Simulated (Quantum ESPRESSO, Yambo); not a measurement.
# AgBr (Bromargyrite): G0W0 with Yambo, start to end, part 2 of 3

Aim: the G0W0 gap of AgBr (Bromargyrite) on PBE, step by step.

Quantum ESPRESSO 7.5 and Yambo 5.3.0; PBE and many-body steps on it, plane waves. Known limits of the many-body steps: not at the basis limit; d shell near the gap, gap tends to lie low; no spin-orbit coupling; coarse k mesh.

So far. Step 2 (Ground state): The gap is indirect, with the least direct gap 1.87 eV higher. Step 3 (Bands along the symmetry lines): The gap is 0.676 eV, as in the run before at this level.

**4. Empty states on the mesh, 4×4×4 mesh, 585 bands**

Level of this step: DFT, PBE, plane waves, norm-conserving pseudopotentials (Quantum ESPRESSO).

The sums over transitions need many empty states on a uniform mesh; this step solves for them.

Contents of pw.in:

```
&control
  calculation = 'nscf'
  prefix = 'x'
  outdir = 'o'
  pseudo_dir = 'pseudo'
/
&system
  ibrav = 0
  nat = 2
  ntyp = 2
  ecutwfc = 76.0
  nbnd = 585
  force_symmorphic = .true.
/
&electrons
  conv_thr = 1e-9
  electron_maxstep = 80
  diago_full_acc = .true.
  diago_thr_init = 5e-6
/
ATOMIC_SPECIES
  Ag 107.87 Ag.upf
  Br 79.904 Br.upf
CELL_PARAMETERS angstrom
  0.0000000000 2.8872500000 2.8872500000
  2.8872500000 -0.0000000000 2.8872500000
  2.8872500000 2.8872500000 0.0000000000
ATOMIC_POSITIONS crystal
  Ag 0.0000000000 0.0000000000 0.0000000000
  Br 0.5000000000 0.5000000000 0.5000000000
K_POINTS automatic
  4 4 4 0 0 0
```

On the command line:

```console
$ OMP_NUM_THREADS=1 mpirun -n 4 pw.x -nk 4 -in pw.in > pw.out
```

The program printed:

```text
[banner, memory and clock lines left out]
Program PWSCF v.7.5 starts

     Atomic positions and unit cell read from directory:
     o/x.save/

     Message from routine setup:
     using ibrav=0 with symmetry is DISCOURAGED, use correct ibrav instead

     G-vector sticks info

     bravais-lattice index     =            0
     lattice parameter (alat)  =       7.7161  a.u.
     unit-cell volume          =     324.8477 (a.u.)^3
     number of atoms/cell      =            2
     number of atomic types    =            2
     number of electrons       =        36.00
     number of Kohn-Sham states=          585
     kinetic-energy cutoff     =      76.0000  Ry
     charge density cutoff     =     304.0000  Ry
     Exchange-correlation= PBE
                           (   1   4   3   4   0   0   0)

     celldm(1)=   7.716107  celldm(2)=   0.000000  celldm(3)=   0.000000
     celldm(4)=   0.000000  celldm(5)=   0.000000  celldm(6)=   0.000000

     crystal axes: (cart. coord. in units of alat)
               a(1) = (   0.000000   0.707107   0.707107 )
               a(2) = (   0.707107  -0.000000   0.707107 )
               a(3) = (   0.707107   0.707107   0.000000 )

     reciprocal axes: (cart. coord. in units 2 pi/alat)
               b(1) = ( -0.707107  0.707107  0.707107 )
               b(2) = (  0.707107 -0.707107  0.707107 )
               b(3) = (  0.707107  0.707107 -0.707107 )
     Pseudo is Norm-conserving + core correction, Zval = 19.0
     Generated using ONCVPSP code by D. R. Hamann
     Using radial grid of 1538 points,  6 beta functions with:
     Pseudo is Norm-conserving + core correction, Zval = 17.0
     Generated using ONCVPSP code by D. R. Hamann
     Using radial grid of 1098 points,  6 beta functions with:
     Ag               19.00   107.87000     Ag( 1.00)
     Br               17.00    79.90400     Br( 1.00)

     48 Sym. Ops., with inversion, found

   Cartesian axes

     site n.     atom                  positions (alat units)
         1        Ag     tau(   1) = (   0.0000000   0.0000000   0.0000000  )
         2        Br     tau(   2) = (   0.7071068   0.7071068   0.7071068  )

     number of k points=     8
                       cart. coord. in units 2pi/alat
        k(    1) = (   0.0000000   0.0000000   0.0000000), wk =   0.0312500
        k(    2) = (   0.1767767   0.1767767  -0.1767767), wk =   0.2500000
        k(    3) = (  -0.3535534  -0.3535534   0.3535534), wk =   0.1250000
[...]
k(    7) = (  -0.7071068   0.0000000   0.0000000), wk =   0.0937500
        k(    8) = (  -0.7071068   0.3535534   0.0000000), wk =   0.1875000

     Dense  grid:    29123 G-vectors     FFT dimensions: (  45,  45,  45)

     The potential is recalculated from file :
     o/x.save/charge-density

     Starting wfcs are   19 randomized atomic wfcs +  566 random wfcs

     Band Structure Calculation

     End of band structure calculation

          k = 0.0000 0.0000 0.0000 (  3695 PWs)   bands (ev):

   -80.6914 -51.2099 -51.2099 -51.2095 -51.2095 -51.2095 -44.2126 -44.2126
   -44.2126  -5.5764   6.6719   6.6719   6.6719   6.6726   6.6726   7.5251
     7.5251   7.5251  10.0695  19.3263  19.3263  19.3263  20.6109  21.1269
[...]
[... 62 further rows ...]
[...]
301.2337

          k = 0.1768 0.1768-0.1768 (  3647 PWs)   bands (ev):

[...]
[... 62 further rows ...]
[...]
299.3454

          k =-0.3536-0.3536 0.3536 (  3648 PWs)   bands (ev):

[...]
66.0470  66.8333  67.2346  67.8987  68.3265  68.3265  70.0729  70.0729
     [... 62 further rows ...]
   296.5369 296.5369 296.6180 297.0219 297.0219 297.5971 297.9677 297.9677
   297.9772

          k = 0.3536 0.0000 0.0000 (  3615 PWs)   bands (ev):

     [... further k-points ...]

     highest occupied, lowest unoccupied level (ev):     9.3930   10.0695

     XML data file, pseudopotentials, collected wavefunctions
```

Wall time 76 s (4 MPI ranks of Intel Xeon 6975P-C (Granite Rapids), shared host); peak memory 1.1 GiB.

This step gave:

```
gap                                                           : 0.6765 eV
k of the valence top                                          : 0, 0, -0.5
k of the conduction bottom                                    : 0, 0, 0
least direct gap                                              : 2.544 eV
k points computed                                             : 8
lowest point of the top converged band, above the valence top : 288.5842 eV
```

On this mesh the gap is 0.676 eV.

**5. Conversion and set-up**

This step: Yambo 5.3.0; conversion and set-up on PBE, plane waves, norm-conserving pseudopotentials.

The states are converted to the many-body program's format and the q mesh is built.

On the command line:

```console
$ (cd o/x.save; p2y > p2y.log; mv SAVE ../..); yambo > setup.log
```

The program printed:

```text
 Yambo, version 5.3.0

 [02] CORE Variables Setup
 =========================

  [02.01] Unit cells
  ==================

  Cell kind             :  FCC
  Atoms in the cell     :  Ag  Br
  number of Ag atoms    :  1
  number of Br atoms    :  1

  List of atomic masses
  Mass of Ag    :  107.8700
  Mass of Br    :  79.90400

  List of atomic coordinates    : [cc]
  Ag1       :  0.000000  0.000000  0.000000  order 1
  Br1       :  5.456112  5.456112  5.456112  order 2

  Alat factors          :  5.456112  5.456112  5.456112 [a.u.]
  Direct lattice volume :  324.8477 [a.u.]
  Direct lattice vectors:  A[ 1 ]  A[ 2 ]  A[ 3 ]
   A[ 1 ]:  0.000000  1.000000  1.000000  [iru]
   0.000000  5.456112  5.456112  [cc]
   A[ 2 ]:  1.000000 -0.000000  1.000000  [iru]
   5.456112 -0.000000  5.456112  [cc]
   A[ 3 ]:  1.000000  1.000000  0.000000  [iru]
   5.456112  5.456112  0.000000  [cc]

  Recip. lattice volume :  0.763589 [a.u.]
  Recip. lattice vectors:  B[ 1 ]  B[ 2 ]  B[ 3 ]
   B[ 1 ]: -0.500000  0.500000  0.500000  [iku]
  -0.575793  0.575793  0.575793  [cc]
   B[ 2 ]:  0.500000 -0.500000  0.500000  [iku]
   0.575793 -0.575793  0.575793  [cc]
   B[ 3 ]:  0.500000  0.500000 -0.500000  [iku]
   0.575793  0.575793 -0.575793  [cc]

  [02.02] Symmetries
  ==================

  Inversion symmetry    : yes
  Spatial inversion     : yes
  Inversion index       :  25
  K-space Time-reversal : no
  Magnetic symmetries   : no
  Group table correct   : yes
  Symmetries units      :  [cc]

   [S  1]:   1.0000     -0.31888E-16 -0.31888E-16 -0.31888E-16   1.0000      0.31888E-16  0.31888E-16  0.31888E-16   1.0000
   [S  2]:  -1.0000      0.31888E-16 -0.31888E-16  0.31888E-16  -1.0000      0.31888E-16 -0.31888E-16 -0.31888E-16   1.0000
   [S  3]:  -1.0000     -0.31888E-16  0.31888E-16  0.31888E-16   1.0000     -0.31888E-16 -0.31888E-16  0.31888E-16  -1.0000
[...]
[... 36 further rows ...]
   [S 47]: -0.31888E-16   1.0000      0.31888E-16  0.31888E-16 -0.31888E-16  -1.0000       1.0000      0.31888E-16 -0.31888E-16
   [S 48]: -0.31888E-16  -1.0000     -0.31888E-16  0.31888E-16  0.31888E-16   1.0000       1.0000     -0.31888E-16  0.31888E-16

  [02.03] Reciprocal space
  ========================

  nG shells         :  309
  nG charge         :  29123
  nG WFs            :   4439
  nC WFs            :   3695
  G-vecs. in first 30 shells:  [ Number ]
     1    9   15   27   51   59   65   89  113
    137   169   181   229   259   283   307   331   339
    387   411   459   531   537   561   609   645   701
    725   749   821
  ...
  Shell energy in first 30 shells:  [ mHa ]
    0.00000      497.307      663.076      1326.15      1823.46      1989.23      2652.30      3149.61      3315.38
    3978.46      4475.76      5304.61      5801.91      5967.68      6630.76      7128.07      7293.83      7956.91
[...]
BZ  K-points                                      :   64

  K/Q-points units:
  rlu = crystal or reduced units; cc = cartesian coordinates; iku = interal k-units

  K [1]          [rlu]:  0.000000  0.000000  0.000000
         WF components:   3695
  K [2]          [rlu]: -0.87945E-17  0.50833E-17  0.25000
         WF components:   3647
  K [3]          [rlu]:  0.17589E-16 -0.10167E-16 -0.50000
         WF components:   3648
  K [4]          [rlu]: -0.37208E-17  0.25000      0.25000
         WF components:   3615
  K [5]          [rlu]:  0.15450E-17  0.25000     -0.50000
         WF components:   3637
  [... 2 further k-points ...]
  K [8]          [rlu]:  0.250000 -0.500000 -0.250000
         WF components:   3636

  [02.05] Energies & Occupations
  ==============================

  [X] === General ===
  [X] Electronic Temperature                        :  0.000000  0.000000 [eV K]
  [X] Bosonic    Temperature                        :  0.000000  0.000000 [eV K]
  [X] Finite Temperature mode                       : no
  [X] El. density                                   :  0.74786E+24 [cm-3]
  [X] Fermi Level                                   :  9.392987 [eV]

  [X] === Gaps and Widths ===
  [X] Conduction Band Min                           :  0.676466 [eV]
  [X] Valence Band Max                              :  0.000000 [eV]
  [X] Filled Bands                                  :  18
  [X] Empty Bands                                   :    19   585
  [X] Direct Gap                                    :  2.544364 [eV]
  [X] Direct Gap localized at k                     :  1
  [X] Indirect Gap                                  :  0.676466 [eV]
  [X] Indirect Gap between kpts                     :  3  1
  [X] Last valence band width                       :  2.238986 [eV]
  [X] 1st conduction band width                     :  4.251732 [eV]

  E @ K [1]:  [eV]
  -90.08440 -60.60284 -60.60284 -60.60251 -60.60251 -60.60251 -53.60556 -53.60556
  -53.60556 -14.96934  -2.72106  -2.72106  -2.72106  -2.72037  -2.72037  -1.86790
   -1.86790  -1.86790   0.67647   9.93330   9.93330   9.93330  11.21786  11.73395
[...]
occ @ K [1]
[...]
E @ K [2]:  [eV]
[...]
occ @ K [2]
[...]
E @ K [3]:  [eV]
[...]
occ @ K [3]
[...]
E @ K [4]:  [eV]
[...]
occ @ K [4]
[...]
E @ K [5]:  [eV]
[...]
occ @ K [5]
[...]
[... 2 further k-points ...]
  E @ K [8]:  [eV]
[...]
occ @ K [8]
[...]
0.000000  0.000000  0.000000  0.000000  0.000000  0.000000  0.000000  0.000000
   0.000000  0.000000  0.000000  0.000000  0.000000  0.000000  0.000000  0.000000

 [03] Transferred momenta grid and indexing
 ==========================================

 IBZ Q-points                                      :   8
 BZ  Q-points                                      :   64

 K/Q-points units:
 rlu = crystal or reduced units; cc = cartesian coordinates; iku = interal k-units

 Q [1]          [rlu]:  0.000000  0.000000  0.000000
 Q [2]          [rlu]:  0.87369E-17  0.87369E-17  0.25000
 Q [3]          [rlu]: -0.17474E-16 -0.17474E-16 -0.50000
[...]
Q [7]          [rlu]:  0.55646E-16 -0.50000     -0.50000
 Q [8]          [rlu]:  0.250000 -0.500000 -0.250000

  [03.01] X indexes
  =================

   [03.01.01] Sigma indexes
   ========================

 [06] Game Over & Game summary
```

Run time: 3.4 s. Hardware: 1 MPI rank; peak memory 0.25 GiB.

(Continued in part 3 of 3.)

[Paths, hosts, dates, memory and timing lines, banners, echoed tables and standing remarks are left out of the program output.]

[Logs are printed without paths, hosts, clocks, repeated set-up lines and the standing remarks that a program may print on its own settings, such as how far it seeks lower states.]

[Runs of the session that timed out or met a known fault of the program may be left out.]

[Hosts, paths, dates, database ids (printed as entryN), source tags and the programs' standing remarks are cut or masked in the printed files.]
